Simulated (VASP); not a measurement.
# SiNi (Pmmn) in VASP: notebook

One crystal, SiNi, is run at these levels: PBEsol; tasks: relaxation of cell and atoms.

Program: VASP 6.6.1. These are calculated values, not measurements. Logs are shortened: lines on timing, memory, paths and dates and some standing lists are left out, and cuts for length are marked.

## 1. The structure

Symmetry: Pmmn, No. 59, orthorhombic system. The conventional cell has a = 2.943 Å, b = 3.280 Å, c = 4.677 Å, α = 90.00°, β = 90.00°, γ = 90.00°. Si (site symmetry mm2) is surrounded by 6 Ni at 2.34 to 2.37 Å and 4 Si at 2.65 Å. Ni (site symmetry mm2) has 6 Si at 2.34 to 2.37 Å and 4 Ni at 2.65 Å as nearest neighbours.

The cell is a database's computed one.

## 2. Relaxation of cell and atoms, PBEsol, target pressure 17.7 GPa, at which the enthalpy is minimised

Input file INCAR:

```
SYSTEM = SiNi
PREC     = Accurate       ! precision mode
ENCUT    = 600            ! plane-wave cutoff, eV
EDIFF    = 1E-6           ! SCF threshold, eV
ISMEAR   = 1              ! smearing method
SIGMA    = 0.1            ! smearing width, eV
LREAL    = .FALSE.        ! projectors in reciprocal space
LASPH    = .TRUE.         ! aspherical terms in the spheres
NELM     = 80             ! most SCF steps
ALGO     = Normal         ! electronic algorithm
ISIF     = 3              ! what is computed and relaxed
LWAVE    = .FALSE.        ! write WAVECAR
LCHARG   = .FALSE.        ! write CHGCAR
GGA      = PS             ! functional
IBRION   = 2              ! ionic algorithm
NSW      = 90             ! ionic steps
EDIFFG   = -0.01          ! ionic threshold
PSTRESS  = 177.0        
KPAR     = 2
```

Input file KPOINTS:

```
Automatic mesh
0
G
  12 12 8
  0 0 0
```

Input file POSCAR:

```
SiNi
1.0
    2.9427706600      0.0000000000      0.0000000000
    0.0000000000      3.2803255400      0.0000000000
    0.0000000000      0.0000000000      4.6774467600
Si Ni
2 2
Direct
    0.0000000000      0.0000000000      0.1568568400
    0.5000000000      0.5000000000      0.8431431600
    0.0000000000      0.0000000000      0.6575044100
    0.5000000000      0.5000000000      0.3424955900
```

Potentials or basis: VASP PAW PBE potentials, release 64 (Si, Ni).

On the command line:

```console
cat potpaw_PBE.64/Si/POTCAR potpaw_PBE.64/Ni/POTCAR > POTCAR
mpirun -np 2 vasp_std > vasp.out
```

OUTCAR:

```text
SYSTEM = SiNi
   PREC = Accurate
   ENCUT = 600
   EDIFF = 1E-6
   ISMEAR = 1
   LREAL = .FALSE.
   LASPH = .TRUE.
   NELM = 80
   ISIF = 3
   GGA = PS
   IBRION = 2
   NSW = 90
   EDIFFG = -0.01
   PSTRESS = 177.0

 ion  position               nearest neighbor table
   1  0.000  0.000  0.157-   3 2.34   3 2.34   4 2.37   4 2.37   4 2.37   4 2.37   2 2.65   2 2.65
                             2 2.65   2 2.65
   2  0.500  0.500  0.843-   4 2.34   4 2.34   3 2.37   3 2.37   3 2.37   3 2.37   1 2.65   1 2.65
                             1 2.65   1 2.65
   3  0.000  0.000  0.658-   1 2.34   1 2.34   2 2.37   2 2.37   2 2.37   2 2.37   4 2.65   4 2.65
                             4 2.65   4 2.65
   4  0.500  0.500  0.342-   2 2.34   2 2.34   1 2.37   1 2.37   1 2.37   1 2.37   3 2.65   3 2.65
                             3 2.65   3 2.65

  LATTYP: Found a simple orthorhombic cell.
 ALAT       =     2.9427706600
 B/A-ratio  =     1.1147064855
 C/A-ratio  =     1.5894703667

  Lattice vectors:

 A1 = (   2.9427706600,   0.0000000000,   0.0000000000)
 A2 = (   0.0000000000,   3.2803255400,   0.0000000000)
 A3 = (   0.0000000000,   0.0000000000,   4.6774467600)

Analysis of symmetry for initial positions (statically):
=====================================================================
 Subroutine PRICEL returns:
 Original cell was already a primitive cell.

 Routine SETGRP: Setting up the symmetry group for a
 simple orthorhombic supercell.

 Subroutine GETGRP returns: Found  8 space group operations
 (whereof  4 operations were pure point group operations)
 out of a pool of  8 trial point group operations.

The static configuration has the point symmetry C_2v.
 The point group associated with its full space group is D_2h.

Analysis of symmetry for dynamics (positions and initial velocities):
=====================================================================
 Subroutine PRICEL returns:
 Original cell was already a primitive cell.

 Routine SETGRP: Setting up the symmetry group for a
 simple orthorhombic supercell.

 Subroutine GETGRP returns: Found  8 space group operations
 (whereof  4 operations were pure point group operations)
 out of a pool of  8 trial point group operations.

The dynamic configuration has the point symmetry C_2v.
 The point group associated with its full space group is D_2h.

 Subroutine INISYM returns: Found  8 space group operations
 (whereof  4 operations are pure point group operations),
 and found     1 'primitive' translations

----------------------------------------------------------------------------------------

                                     Primitive cell

  volume of cell :      45.1525

  direct lattice vectors                    reciprocal lattice vectors
     2.942770660  0.000000000  0.000000000     0.339815812  0.000000000  0.000000000
     0.000000000  3.280325540  0.000000000     0.000000000  0.304847793  0.000000000
     0.000000000  0.000000000  4.677446760     0.000000000  0.000000000  0.213791851

  length of vectors
     2.942770660  3.280325540  4.677446760     0.339815812  0.304847793  0.213791851

  position of ions in fractional coordinates (direct lattice)
     0.000000000  0.000000000  0.156856840
     0.500000000  0.500000000  0.843143160
     0.000000000  0.000000000  0.657504410
     0.500000000  0.500000000  0.342495590

  ion indices of the primitive-cell ions
   primitive index   ion index
                 1           1
                 2           2
                 3           3
                 4           4

----------------------------------------------------------------------------------------

 KPOINTS: Automatic mesh

Automatic generation of k-mesh.
 Grid dimensions read from file:
 generate k-points for:   12   12    8

 Generating k-lattice:

  Cartesian coordinates                     Fractional coordinates (reciprocal lattice)
     0.028317984  0.000000000  0.000000000     0.083333333  0.000000000  0.000000000
     0.000000000  0.025403983  0.000000000     0.000000000  0.083333333  0.000000000
     0.000000000  0.000000000  0.026723981     0.000000000  0.000000000  0.125000000

  Length of vectors
     0.028317984  0.025403983  0.026723981

  Shift w.r.t. Gamma in fractional coordinates (k-lattice)
     0.000000000  0.000000000  0.000000000

 Subroutine IBZKPT returns following result:
 ===========================================

 Found    245 irreducible k-points:

 Following reciprocal coordinates:
            Coordinates               Weight
  0.000000  0.000000  0.000000      1.000000
  0.083333  0.000000  0.000000      2.000000
  0.166667  0.000000  0.000000      2.000000
  0.250000  0.000000  0.000000      2.000000
  0.333333  0.000000  0.000000      2.000000
  0.416667  0.000000  0.000000      2.000000
[... 16 lines left out ...]
  0.083333  0.250000  0.000000      4.000000
  0.166667  0.250000  0.000000      4.000000
 [... further k-points ...]
   k-points           NKPTS =    245   k-points in BZ     NKDIM =    245   number of bands    NBANDS=     18
   number of dos      NEDOS =    301   number of ions     NIONS =      4
   total plane-waves  NPLWV =  26880
   dimension x,y,z NGX =    24 NGY =   28 NGZ =   40
   dimension x,y,z NGXF=    48 NGYF=   56 NGZF=   80
   ions per type =               2   2
   NGX,Y,Z   is equivalent  to a cutoff of  13.56, 14.19, 14.22 a.u.
   NGXF,Y,Z  is equivalent  to a cutoff of  27.12, 28.38, 28.43 a.u.
 SYSTEM =  SiNi
   PREC   = accura    normal or accurate (medium, high low for compatibility)
   ISTART =      0    job   : 0-new  1-cont  2-samecut
   ICHARG =      2    charge: 1-file 2-atom 10-const
   ISPIN  =      1    spin polarized calculation?
   LNONCOLLINEAR =      F non collinear calculations
   LSORBIT =      F    spin-orbit coupling
   LASPH  =      T    aspherical Exc in radial PAW
   ENCUT  =  600.0 eV  44.10 Ry    6.64 a.u.   5.88  6.55  9.34*2*pi/ulx,y,z
   NELM   =     80;   NELMIN=  2; NELMDL= -5     # of ELM steps
   EDIFF  = 0.1E-05   stopping-criterion for ELM
   LREAL  =      F    real-space projection
   EDIFFG = -.1E-01   stopping-criterion for IOM
   NSW    =     90    number of steps for IOM
   IBRION =      2    ionic relax: 0-MD 1-quasi-New 2-CG
   NFREE  =      1    steps in history (QN), initial steepest desc. (CG)
   ISIF   =      3    stress and relaxation
   ISYM   =      2    0-nonsym 1-usesym 2-fastsym
   POTIM  = 0.5000    time-step for ionic-motion
   TEBEG  =    0.0;   TEEND  =   0.0 temperature during run
   PSTRESS=  177.0 pullay stress
   NELECT =      28.0000    total number of electrons
   NUPDOWN=      -1.0000    fix difference up-down
   EMIN   =  10.00;   EMAX   =-10.00  energy-range for DOS
   EFERMI =   0.00;   METHOD = LEGACY
   ISMEAR =     1;   SIGMA  =   0.10  broadening in eV -4-tet -1-fermi 0-gaus
   EFERMI_NEDOS =   21; number of points for ismear=-14 and -15
   IALGO  =     38    algorithm
   IMIX   =      4    mixing-type and parameters
     AMIX     =   0.40;   BMIX     =  1.00
     AMIX_MAG =   1.60;   BMIX_MAG =  1.00
  volume/ion in A,a.u.               =      11.29        76.18
  Fermi-wavevector in a.u.,A,eV,Ry     =   1.396047  2.638147 26.517045  1.948948
  Thomas-Fermi vector in A             =   2.519440
   LORBIT       =      0    0 simple, 1 ext, 2 COOP (PROOUT), +10 PAW based schemes
   GGA     = PS    functional components
   LHFCALC =     F    Hartree Fock is set to
   AEXX    =    0.0000 exact exchange contribution
   IVDW    =     0    specifies the selected vdW correction
   LEPSILON=     F    determine dielectric tensor
   LRPA    =     F    only Hartree local field effects (RPA)
 conjugate gradient relaxation of ions
 non-spin polarized calculation
 Methfessel and Paxton  Order N= 1 SIGMA  =   0.10
  energy-cutoff  :      600.00
  volume of cell :       45.15
 maximum number of plane-waves:      1536
 NGX is ok and might be reduce to    24
   NGX = 11   NGY = 13   NGZ = 19

--------------------------------------- Ionic step        1  -------------------------------------------

 number of electron      27.9999999 magnetization

 Free energy of the ion-electron system (eV)
  ---------------------------------------------------
  ext. energy  EPLUGINS =         0.00000000
  ---------------------------------------------------
  free energy    TOTEN  =       -25.96356595 eV

  energy without entropy =      -25.96401273  energy(sigma->0) =      -25.96371488

------------------------ aborting loop because EDIFF is reached ----------------------------------------

  FORCE on cell =-STRESS in cart. coord.  units (eV):
  Direction    XX          YY          ZZ          XY          YZ          ZX
  --------------------------------------------------------------------------------------
  -------------------------------------------------------------------------------------
  Total        0.0976348      0.0123498      0.0757774      0.0000000      0.0000000      0.0000000
  in kB        3.4644412      0.4382169      2.6888583      0.0000000      0.0000000      0.0000000
  external PRESSURE =    -174.8028279 kB  Pullay stress =     177.0000000 kB
[... 103 lines left out ...]
  energy  without entropy=      -25.8083441572  energy(sigma->0) =      -25.80778849

  enthalpy is  TOTEN    =       -21.1612470305 eV   P V=        4.6462636334

[... ionic steps 4 to 19 ...]

--------------------------------------- Ionic step       20  -------------------------------------------

 number of electron      27.9999994 magnetization

------------------------ aborting loop because EDIFF is reached ----------------------------------------
[... 75 lines left out ...]
--------------------------------------- Ionic step       22  -------------------------------------------

 number of electron      27.9999993 magnetization

 Free energy of the ion-electron system (eV)
  ---------------------------------------------------
  ext. energy  EPLUGINS =         0.00000000
  ---------------------------------------------------
  free energy    TOTEN  =       -25.78769342 eV

  energy without entropy =      -25.78799872  energy(sigma->0) =      -25.78779519

 E-fermi :  12.8842     XC(G=0): -13.1211

 val. band max:       12.8782516814   @ k =   0.0000   0.1667   0.3750
 cond. band min:      12.9000227304   @ k =   0.1667   0.0833   0.1250
 fundamental gap:      0.0217710490
 Fermi energy:        12.8841694327

 k-point     1 :       0.0000    0.0000    0.0000
  band No.  band energies     occupation
      1      -2.0267      2.00000
      2       4.0656      2.00000
      3       5.6117      2.00000
      4       8.0563      2.00000
      5       8.6371      2.00000
      6       9.6867      2.00000
[... 481 lines left out ...]
      5       8.6245      2.00000
      6       8.6833      2.00000
[... 10 lines left out ...]
     17      16.2241      0.00000
     18      18.3241      0.00000

 [... further k-points ...]
[... 5 lines left out ...]
  --------------------------------------------------------------------------------------
  -------------------------------------------------------------------------------------
  Total        4.6051476      4.6244113      4.6047938      0.0000000      0.0000000      0.0000000
  in kB      176.6656746    177.4046842    176.6521045      0.0000000      0.0000000      0.0000000
  external PRESSURE =      -0.0925122 kB  Pullay stress =     177.0000000 kB
[... 23 lines left out ...]
  energy  without entropy=      -25.7879987214  energy(sigma->0) =      -25.78779519

  enthalpy is  TOTEN    =       -21.1738309917 eV   P V=        4.6138624275

 reached required accuracy - stopping structural energy minimisation
```

It took 11 min on 2 MPI ranks of Intel Xeon Platinum 8488C (Sapphire Rapids), shared host; peak memory 0.35 GiB.

Results:

- Free energy: -25.7877 eV
- Relaxed volume: 10.44 Å³/atom
- Relaxed cell: a = 2.823 Å, b = 3.217 Å, c = 4.599 Å, α = 90.00°, β = 90.00°, γ = 90.00°
- Space group after relaxing (to 0.05 Å): Pmmn (No. 59)
- Energy change on relaxing (the enthalpy is what falls): +44.0 meV/atom
- Ionic steps: 22
- Pressure after relaxing: 17.7 GPa
- Largest force after relaxing: 0.005 eV/Å
- Band gap on the k mesh: none (metal or under the smearing width)

Forces on the atoms (eV/Å):
```
Si   0.000  0.000 -0.001
Si   0.000  0.000  0.001
Ni   0.000  0.000 -0.005
Ni   0.000  0.000  0.005
```

The path:
| step | energy change (eV) | largest force (eV/Å) | pressure (GPa) | volume (Å³) |
| --- | --- | --- | --- | --- |
| 1 | 0.0000 | 0.0710 | 0.22 | 45.15 |
| 2 | 1.1360 | 0.6473 | 56.63 | 37.57 |
| 3 | 0.1561 | 0.2739 | 17.20 | 42.06 |
| 4 | 0.1634 | 0.2788 | 17.52 | 41.99 |
| 5 | 0.1703 | 0.2832 | 17.94 | 41.93 |
| 6 | 0.1778 | 0.0728 | 18.19 | 41.76 |
| 7 | 0.1793 | 0.0687 | 18.14 | 41.75 |
| 8 | 0.1622 | 0.0078 | 16.97 | 41.90 |
| 9 | 0.1640 | 0.0011 | 17.07 | 41.88 |
| 10 | 0.1735 | 0.0367 | 17.52 | 41.79 |
| 11 | 0.1772 | 0.0504 | 17.81 | 41.76 |
| 12 | 0.1752 | 0.0432 | 17.77 | 41.77 |
| 13 | 0.1746 | 0.0411 | 17.79 | 41.78 |
| 14 | 0.1740 | 0.0389 | 17.70 | 41.78 |
| 15 | 0.1754 | 0.0160 | 17.83 | 41.77 |
| 16 | 0.1771 | 0.0223 | 17.77 | 41.75 |
| 17 | 0.1775 | 0.0260 | 17.87 | 41.75 |
| 18 | 0.1724 | 0.0176 | 17.59 | 41.80 |
| 19 | 0.1718 | 0.0165 | 17.45 | 41.80 |
| 20 | 0.1732 | 0.0025 | 17.57 | 41.79 |
| 21 | 0.1742 | 0.0103 | 17.62 | 41.78 |
| 22 | 0.1759 | 0.0047 | 17.69 | 41.76 |

Final structure:
```
CELL_PARAMETERS angstrom
2.82265 0.00000 0.00000
0.00000 3.21734 0.00000
0.00000 0.00000 4.59884
ATOMIC_POSITIONS crystal
Si 0.00000 0.00000 0.15559
Si 0.50000 0.50000 0.84441
Ni 0.00000 0.00000 0.65420
Ni 0.50000 0.50000 0.34580
```

Caveat: the cell is relaxed towards a set pressure, so the enthalpy falls and the energy may rise; the PAW data sets were made with another functional, which shifts forces and pressure a little. Spin polarisation is off, so any magnetic state and its effect on volume and gap are missing.

## 3. Relaxation of cell and atoms, PBEsol, target pressure 17.7 GPa, at which the enthalpy is minimised

This run uses another cell than the first one, of 10.44 Å³/atom, 0.925 times its volume.

INCAR, as its differences from that of step 2:

```diff
@@ -3,3 +3,3 @@
 ENCUT    = 600            ! plane-wave cutoff, eV
-EDIFF    = 1E-6           ! SCF threshold, eV
+EDIFF    = 1E-7           ! SCF threshold, eV
 ISMEAR   = 1              ! smearing method
@@ -16,3 +16,3 @@
 NSW      = 90             ! ionic steps
-EDIFFG   = -0.01          ! ionic threshold
+EDIFFG   = -0.005         ! ionic threshold
 PSTRESS  = 177.0
```

KPOINTS is that of step 2.

Input file POSCAR:

```
SiNi                                    
1.0
    2.8226484164      0.0000000000      0.0000000000
    0.0000000000      3.2173385805      0.0000000000
    0.0000000000      0.0000000000      4.5988410948
  Si              Ni            
     2     2
Direct
     0.0000000000000000    0.0000000000000000    0.1555858633738316
     0.5000000000000000    0.5000000000000000    0.8444141366261685
     0.0000000000000000    0.0000000000000000    0.6541964241102031
     0.5000000000000000    0.5000000000000000    0.3458035758897970
```

Potentials or basis: VASP PAW PBE potentials, release 64 (Si, Ni).

On the command line:

```console
cat potpaw_PBE.64/Si/POTCAR potpaw_PBE.64/Ni/POTCAR > POTCAR
mpirun -np 2 vasp_std > vasp.out
```

It took 83 s on 2 MPI ranks of Intel Xeon Platinum 8488C (Sapphire Rapids), shared host; peak memory 0.32 GiB.

Results (log left out):

| Quantity | Value |
| --- | --- |
| Free energy | -25.7853 eV |
| Relaxed volume | 10.44 Å³/atom |
| Relaxed cell | a = 2.822 Å, b = 3.218 Å, c = 4.598 Å, α = 90.00°, β = 90.00°, γ = 90.00° |
| Space group after relaxing (to 0.05 Å) | Pmmn (No. 59) |
| Energy change on relaxing (the enthalpy is what falls) | +0.3 meV/atom |
| Ionic steps | 2 |
| Pressure after relaxing | 17.7 GPa |
| Band gap on the k mesh | none (metal or under the smearing width) |

Step by step:
```
step  energy change (eV)  largest force (eV/Å)  pressure (GPa)  volume (Å³)
   1              0.0000                0.0058           17.68        41.76
   2              0.0010                0.0013           17.72        41.75
```

Final structure:
```yaml
crystal:
  lattice:
    - [2.82215, 0.00000, 0.00000]
    - [0.00000, 3.21759, 0.00000]
    - [0.00000, 0.00000, 4.59827]
  atoms:
    - { symbol: Si, position: [0.00000, 0.00000, 0.15558] }
    - { symbol: Si, position: [0.50000, 0.50000, 0.84442] }
    - { symbol: Ni, position: [0.00000, 0.00000, 0.65414] }
    - { symbol: Ni, position: [0.50000, 0.50000, 0.34586] }
```

Levels at points of the mesh, in eV from the Fermi level:
```csv
k point,band 10,band 11,band 12,band 13,band 14,band 15,band 16,band 17,band 18
"(0.00, 0.00, 0.00)",-3.03,-2.50,-2.17,-2.13,-1.61,1.84,2.73,5.49,6.27
"(0.50, 0.00, 0.00)",-2.88,-2.85,-2.85,-1.62,-1.62,2.04,2.04,3.60,3.60
"(0.00, 0.50, 0.00)",-3.09,-2.45,-2.45,-2.38,-2.38,1.22,1.22,5.69,5.69
"(0.50, 0.50, 0.00)",-3.65,-2.32,-2.32,-1.62,-1.62,1.91,1.91,2.14,2.14
"(0.00, 0.00, 0.50)",-3.00,-2.91,-2.22,1.09,1.47,1.78,2.44,3.51,3.79
"(0.50, 0.00, 0.50)",-2.71,-2.47,-2.47,-1.38,-1.38,3.70,3.70,5.59,5.59
"(0.00, 0.50, 0.50)",-2.86,-2.29,-2.29,-2.17,-2.17,5.22,5.22,6.11,6.11
"(0.50, 0.50, 0.50)",-3.16,-2.36,-2.36,-1.53,-1.53,-0.47,-0.47,1.40,1.40
```

Caveat: the cell is relaxed towards a set pressure, so the enthalpy falls and the energy may rise; the PAW data sets were made with another functional, which shifts forces and pressure a little.

[end of part 1 of 2]
